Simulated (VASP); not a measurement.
# Mg (P6/mmm) in VASP: notebook

The runs below take Mg through single point, with r2SCAN.

Everything below comes from runs of VASP 6.6.1. Logs are shortened: lines on timing, memory, paths and dates and some standing lists are left out, and cuts for length are marked.

## (1) The structure

Symmetry: P6/mmm, No. 191, hexagonal system. The conventional cell has a = 3.050 Å, b = 3.050 Å, c = 3.045 Å, α = 90.00°, β = 90.00°, γ = 120.00°. Around Mg (site symmetry 6/mmm) lie 8 Mg at 3.04 to 3.05 Å.

This isn't the form of Mg at room conditions, which is hcp.

## (2) Single point, r2SCAN

File INCAR:

```
ADDGRID = False
ALGO = Normal
EDIFF = 1E-6
ENCUT = 300
ISIF = 2
ISMEAR = 1
LASPH = True
LCHARG = False
LMIXTAU = True
LREAL = False
LWAVE = False
METAGGA = R2SCAN
NELM = 100
PREC = Accurate
SIGMA = 0.2
```

File KPOINTS:

```
k-points
0
Gamma
  4 4 4
```

File POSCAR:

```
Mg
1.0
    3.1430880000     -0.0084060000     -0.0278050000
   -1.5788240000      2.6046760000      0.0276970000
   -0.0277550000      0.0158990000      3.0020770000
Mg
1
Direct
   -0.0144770000      0.0117080000      0.0082640000
```

Potentials or basis: VASP PAW PBE potentials, release 64 (Mg).

On the command line:

```sh
$ cat potpaw_PBE.64/Mg/POTCAR > POTCAR
$ mpirun -np 1 vasp_std > vasp.out
```

OUTCAR:

```text
EDIFF = 1E-6
   ENCUT = 300
   ISIF = 2
   ISMEAR = 1
   LASPH = True
   LREAL = False
   METAGGA = R2SCAN
   NELM = 100
   PREC = Accurate

 Found     36 irreducible k-points:

 Following reciprocal coordinates:
            Coordinates               Weight
  0.000000  0.000000  0.000000      1.000000
  0.250000  0.000000 -0.000000      2.000000
  0.500000  0.000000 -0.000000      1.000000
  0.000000  0.250000  0.000000      2.000000
  0.250000  0.250000 -0.000000      2.000000
  0.500000  0.250000 -0.000000      2.000000
   k-points           NKPTS =     36   k-points in BZ     NKDIM =     36   number of bands    NBANDS=      5
   number of dos      NEDOS =    301   number of ions     NIONS =      1
   total plane-waves  NPLWV =   5832
   dimension x,y,z NGX =    18 NGY =   18 NGZ =   18
   dimension x,y,z NGXF=    36 NGYF=   36 NGZF=   36
   ions per type =               1
   NGX,Y,Z   is equivalent  to a cutoff of   9.52,  9.82,  9.97 a.u.
   NGXF,Y,Z  is equivalent  to a cutoff of  19.04, 19.65, 19.93 a.u.
 SYSTEM =  unknown system
   PREC   = accura    normal or accurate (medium, high low for compatibility)
   ISTART =      0    job   : 0-new  1-cont  2-samecut
   ICHARG =      2    charge: 1-file 2-atom 10-const
   ISPIN  =      1    spin polarized calculation?
   LNONCOLLINEAR =      F non collinear calculations
   LSORBIT =      F    spin-orbit coupling
   LASPH  =      T    aspherical Exc in radial PAW
   ENCUT  =  300.0 eV  22.05 Ry    4.70 a.u.   4.44  4.30  4.24*2*pi/ulx,y,z
   NELM   =    100;   NELMIN=  2; NELMDL= -5     # of ELM steps
   EDIFF  = 0.1E-05   stopping-criterion for ELM
   LREAL  =      F    real-space projection
   EDIFFG = 0.1E-04   stopping-criterion for IOM
   NSW    =      0    number of steps for IOM
   IBRION =     -1    ionic relax: 0-MD 1-quasi-New 2-CG
   NFREE  =      0    steps in history (QN), initial steepest desc. (CG)
   ISIF   =      2    stress and relaxation
   ISYM   =      2    0-nonsym 1-usesym 2-fastsym
   POTIM  = 0.5000    time-step for ionic-motion
   TEBEG  =    0.0;   TEEND  =   0.0 temperature during run
   PSTRESS=    0.0 pullay stress
   NELECT =       2.0000    total number of electrons
   NUPDOWN=      -1.0000    fix difference up-down
   EMIN   =  10.00;   EMAX   =-10.00  energy-range for DOS
   EFERMI =   0.00;   METHOD = LEGACY
   ISMEAR =     1;   SIGMA  =   0.20  broadening in eV -4-tet -1-fermi 0-gaus
   EFERMI_NEDOS =   21; number of points for ismear=-14 and -15
   IALGO  =     38    algorithm
   IMIX   =      4    mixing-type and parameters
     AMIX     =   0.40;   BMIX     =  1.00
     AMIX_MAG =   1.60;   BMIX_MAG =  1.00
  volume/ion in A,a.u.               =      24.53       165.57
  Fermi-wavevector in a.u.,A,eV,Ry     =   0.709836  1.341396  6.855535  0.503868
  Thomas-Fermi vector in A             =   1.796524
   LORBIT       =      0    0 simple, 1 ext, 2 COOP (PROOUT), +10 PAW based schemes
   METAGGA = R2SCAN    functional components
   LHFCALC =     F    Hartree Fock is set to
   AEXX    =    0.0000 exact exchange contribution
   IVDW    =     0    specifies the selected vdW correction
   LEPSILON=     F    determine dielectric tensor
   LRPA    =     F    only Hartree local field effects (RPA)
 non-spin polarized calculation
 Methfessel and Paxton  Order N= 1 SIGMA  =   0.20
  energy-cutoff  :      300.00
  volume of cell :       24.53
 maximum number of plane-waves:       304
 NGX is ok and might be reduce to    18

 number of electron       2.0000000 magnetization

 Free energy of the ion-electron system (eV)
  ---------------------------------------------------
  ext. energy  EPLUGINS =         0.00000000
  ---------------------------------------------------
  free energy    TOTEN  =        -3.97926644 eV

  energy without entropy =       -3.98005603  energy(sigma->0) =       -3.97952963

 E-fermi :   1.6266     XC(G=0):  -8.8315

 val. band max:        1.4032093346   @ k =   0.0000   0.5000   0.0000
 cond. band min:       1.6409860434   @ k =  -0.0000   0.5000   0.2500
 fundamental gap:      0.2377767088
 Fermi energy:         1.6265705613

 k-point     1 :       0.0000    0.0000    0.0000
  band No.  band energies     occupation
      1      -4.8266      2.00000
      2      11.0879      0.00000
      3      12.2468      0.00000
      4      14.8866      0.00000
      5      16.1068      0.00000

 k-point     2 :       0.2500    0.0000   -0.0000
  band No.  band energies     occupation
      1      -3.4348      2.00000
      2       7.1403      0.00000
      3      11.5459      0.00000
      4      12.8463      0.00000
      5      13.4113      0.00000

 k-point     3 :       0.5000    0.0000   -0.0000
  band No.  band energies     occupation
      1       0.3703      2.00000
      2       0.9426      2.00001
      3      11.2065      0.00000
      4      11.6531      0.00000
      5      16.4921      0.00000

 k-point     4 :       0.0000    0.2500    0.0000
  band No.  band energies     occupation
      1      -3.3458      2.00000
      2       7.8823      0.00000
      3      11.2233      0.00000
      4      11.7685      0.00000
      5      13.4802      0.00000

 k-point     5 :       0.2500    0.2500   -0.0000
  band No.  band energies     occupation
      1      -0.5316      2.00000
      2       4.2859     -0.00000
      3       5.3021     -0.00000
      4      15.8929      0.00000
      5      16.2540      0.00000

 k-point     6 :       0.5000    0.2500   -0.0000
  band No.  band energies     occupation
      1      -0.8219      2.00000
      2       4.3916     -0.00000
      3       5.3710     -0.00000
      4      15.5654      0.00000
      5      16.3505      0.00000

 [... further k-points ...]
[... 5 lines left out ...]
  --------------------------------------------------------------------------------------
  -------------------------------------------------------------------------------------
  Total       -0.5323631      0.0255269      0.2111869      0.0550991      0.0115822     -0.0709697
  in kB      -34.7647140      1.6669760     13.7910622      3.5981146      0.7563510     -4.6345086
  external PRESSURE =      -6.4355586 kB  Pullay stress =       0.0000000 kB

 VOLUME and BASIS-vectors are now :
 -----------------------------------------------------------------------------
  energy-cutoff  :      300.00
  volume of cell :       24.53
      direct lattice vectors                 reciprocal lattice vectors
     3.143088000 -0.008406000 -0.027805000     0.318692044  0.193154686  0.001923445
    -1.578824000  2.604676000  0.027697000     0.001010546  0.384559010 -0.002027282
    -0.027755000  0.015899000  3.002077000     0.002942377 -0.001758937  0.333139234

 POSITION                                       TOTAL-FORCE (eV/Angst)
 -----------------------------------------------------------------------------------
      3.07887      0.02234     -0.00227         0.000000      0.000000      0.000000
 -----------------------------------------------------------------------------------
    total drift:                                0.000280     -0.000037      0.001526

  FREE ENERGIE OF THE ION-ELECTRON SYSTEM (eV)
  ---------------------------------------------------
  free  energy   TOTEN  =        -3.9792664366 eV

  energy  without entropy=       -3.9800560303  energy(sigma->0) =       -3.97952963
```

Wall time 6.6 s (1 thread of Intel Xeon 6975P-C (Granite Rapids), shared host); peak memory 0.11 GiB.

These settings aren't checked as converged: the numbers below hold their error.

Results:

| Quantity | Value |
| --- | --- |
| Free energy | -3.9793 eV |
| Pressure | -0.6 GPa |
| Band gap on the k mesh | none (metal or under the smearing width) |

Caveat: the k mesh is coarse (spacing up to 0.60 Å⁻¹), so the values aren't converged; the PAW data sets were made with another functional, which shifts forces and pressure a little.

## (3) Single point, r2SCAN

This run uses another cell than the first one, of the same volume but with other edges.

INCAR: that of step 2 with these lines changed.

```diff
@@ -3,3 +3,3 @@
 EDIFF = 1E-6
-ENCUT = 300
+ENCUT = 350
 ISIF = 2
```

KPOINTS is that of step 2.

File POSCAR:

```
Mg
1.0
    3.0502998005      0.0000000000      0.0000000000
   -1.5251499003      2.6416371164      0.0000000000
    0.0000000000      0.0000000000      3.0448375700
Mg
1
Direct
    0.0000000000      0.0000000000      0.0000000000
```

Potentials or basis: VASP PAW PBE potentials, release 64 (Mg).

On the command line:

```sh
$ cat potpaw_PBE.64/Mg/POTCAR > POTCAR
$ mpirun -np 1 vasp_std > vasp.out
```

Wall time 4.8 s (1 thread of Intel Xeon 6975P-C (Granite Rapids), shared host); peak memory 0.12 GiB.

These settings aren't checked as converged: the numbers below hold their error.

Results:

```
Free energy            : -3.9876 eV
Pressure               : -0.5 GPa
Band gap on the k mesh : none (metal or under the smearing width)
```

Caveat: the k mesh is coarse (spacing up to 0.59 Å⁻¹), so the values aren't converged; the PAW data sets were made with another functional, which shifts forces and pressure a little.

## (4) Single point, r2SCAN

INCAR is that of step 3.

KPOINTS is that of step 3.

File POSCAR:

```
Mg
1.0
    3.1430880000     -0.0084060000     -0.0278050000
   -1.5788240000      2.6046760000      0.0276970000
   -0.0277550000      0.0158990000      3.0020770000
Mg
1
Direct
   -0.0144770000      0.0117080000      0.0082640000
```

Potentials or basis: VASP PAW PBE potentials, release 64 (Mg).

On the command line:

```sh
$ cat potpaw_PBE.64/Mg/POTCAR > POTCAR
$ mpirun -np 1 vasp_std > vasp.out
```

OUTCAR:

```text
EDIFF = 1E-6
   ENCUT = 350
   ISIF = 2
   ISMEAR = 1
   LASPH = True
   LREAL = False
   METAGGA = R2SCAN
   NELM = 100
   PREC = Accurate

 Found     36 irreducible k-points:

 Following reciprocal coordinates:
            Coordinates               Weight
  0.000000  0.000000  0.000000      1.000000
  0.250000  0.000000 -0.000000      2.000000
  0.500000  0.000000 -0.000000      1.000000
  0.000000  0.250000  0.000000      2.000000
  0.250000  0.250000 -0.000000      2.000000
  0.500000  0.250000 -0.000000      2.000000
   k-points           NKPTS =     36   k-points in BZ     NKDIM =     36   number of bands    NBANDS=      5
   number of dos      NEDOS =    301   number of ions     NIONS =      1
   total plane-waves  NPLWV =   7200
   dimension x,y,z NGX =    20 NGY =   20 NGZ =   18
   dimension x,y,z NGXF=    40 NGYF=   40 NGZF=   36
   ions per type =               1
   NGX,Y,Z   is equivalent  to a cutoff of  10.58, 10.92,  9.97 a.u.
   NGXF,Y,Z  is equivalent  to a cutoff of  21.16, 21.83, 19.93 a.u.
 SYSTEM =  unknown system
   PREC   = accura    normal or accurate (medium, high low for compatibility)
   ISTART =      0    job   : 0-new  1-cont  2-samecut
   ICHARG =      2    charge: 1-file 2-atom 10-const
   ISPIN  =      1    spin polarized calculation?
   LNONCOLLINEAR =      F non collinear calculations
   LSORBIT =      F    spin-orbit coupling
[... 48 lines left out ...]
  free energy    TOTEN  =        -3.97968588 eV

  energy without entropy =       -3.98047656  energy(sigma->0) =       -3.97994944

 E-fermi :   1.6263     XC(G=0):  -8.8316

 val. band max:        1.4029081363   @ k =   0.0000   0.5000   0.0000
 cond. band min:       1.6407198421   @ k =  -0.0000   0.5000   0.2500
 fundamental gap:      0.2378117059
 Fermi energy:         1.6263057762

 k-point     1 :       0.0000    0.0000    0.0000
  band No.  band energies     occupation
      1      -4.8268      2.00000
      2      11.0870      0.00000
      3      12.2467      0.00000
      4      14.8851      0.00000
      5      16.1051      0.00000
[... 33 lines left out ...]
 k-point     6 :       0.5000    0.2500   -0.0000
  band No.  band energies     occupation
      1      -0.8223      2.00000
      2       4.3914     -0.00000
      3       5.3706     -0.00000
      4      15.5647      0.00000
      5      16.3493      0.00000

 [... further k-points ...]
[... 5 lines left out ...]
  --------------------------------------------------------------------------------------
  -------------------------------------------------------------------------------------
  Total       -0.5307003      0.0260814      0.2123819      0.0557334      0.0115999     -0.0710115
  in kB      -34.6561299      1.7031865     13.8690990      3.6395403      0.7575058     -4.6372372
  external PRESSURE =      -6.3612815 kB  Pullay stress =       0.0000000 kB

 VOLUME and BASIS-vectors are now :
 -----------------------------------------------------------------------------
  energy-cutoff  :      350.00
  volume of cell :       24.53
      direct lattice vectors                 reciprocal lattice vectors
     3.143088000 -0.008406000 -0.027805000     0.318692044  0.193154686  0.001923445
    -1.578824000  2.604676000  0.027697000     0.001010546  0.384559010 -0.002027282
    -0.027755000  0.015899000  3.002077000     0.002942377 -0.001758937  0.333139234

 POSITION                                       TOTAL-FORCE (eV/Angst)
 -----------------------------------------------------------------------------------
      3.07887      0.02234     -0.00227         0.000000      0.000000      0.000000
 -----------------------------------------------------------------------------------
    total drift:                               -0.000096     -0.000009      0.001510

  FREE ENERGIE OF THE ION-ELECTRON SYSTEM (eV)
  ---------------------------------------------------
  free  energy   TOTEN  =        -3.9796858758 eV

  energy  without entropy=       -3.9804765591  energy(sigma->0) =       -3.97994944
```

OSZICAR:

```text
N       E                     dE             d eps       ncg     rms          rms(c)
DAV:   1    -0.341151104374E+01   -0.34115E+01   -0.60552E+02   400   0.192E+02
DAV:   2    -0.403189662186E+01   -0.62039E+00   -0.53151E+00   465   0.134E+01
DAV:   3    -0.403660099792E+01   -0.47044E-02   -0.47047E-02   495   0.127E+00
DAV:   4    -0.403662452981E+01   -0.23532E-04   -0.23532E-04   525   0.684E-02
DAV:   5    -0.403662453805E+01   -0.82469E-08   -0.82594E-08   470   0.131E-03    0.670E-01
DAV:   6    -0.396436548686E+01    0.72259E-01   -0.38235E-02   400   0.119E+00    0.483E-01
DAV:   7    -0.408073309770E+01   -0.11637E+00   -0.17673E-02   370   0.976E-01    0.155E-01
DAV:   8    -0.398185089090E+01    0.98882E-01   -0.41533E-02   360   0.924E-01    0.513E-02
DAV:   9    -0.398185733108E+01   -0.64402E-05   -0.47935E-04   540   0.170E-01    0.502E-02
DAV:  10    -0.398112390256E+01    0.73343E-03   -0.95894E-05   425   0.596E-02    0.395E-02
DAV:  11    -0.397964449904E+01    0.14794E-02   -0.77337E-04   395   0.135E-01    0.359E-02
DAV:  12    -0.397969175313E+01   -0.47254E-04   -0.41794E-05   465   0.437E-02    0.305E-02
DAV:  13    -0.397970507488E+01   -0.13322E-04   -0.14157E-06   410   0.908E-03    0.326E-02
DAV:  14    -0.397970083069E+01    0.42442E-05   -0.70265E-06   380   0.226E-02    0.112E-02
DAV:  15    -0.397969531225E+01    0.55184E-05   -0.12695E-06   335   0.554E-03    0.105E-02
DAV:  16    -0.397968551024E+01    0.98020E-05   -0.45676E-06   370   0.155E-02    0.410E-03
DAV:  17    -0.397968587576E+01   -0.36552E-06   -0.21112E-07   185   0.423E-03
   1 F= -.39796859E+01 E0= -.39799494E+01  d E =0.790683E-03
```

Wall time 7.4 s (1 thread of Intel Xeon 6975P-C (Granite Rapids), shared host); peak memory 0.12 GiB.

The run converged, but some of its settings lie outside the range that counts as converged, so its numbers aren't taken as properties of the crystal.

What came out:

```
Free energy            : -3.9797 eV
Pressure               : -0.6 GPa
Band gap on the k mesh : none (metal or under the smearing width)
```

Caveat: the k mesh is coarse (spacing up to 0.60 Å⁻¹), so the values aren't converged; the PAW data sets were made with another functional, which shifts forces and pressure a little.

(Part 1 of 2 ends here.)
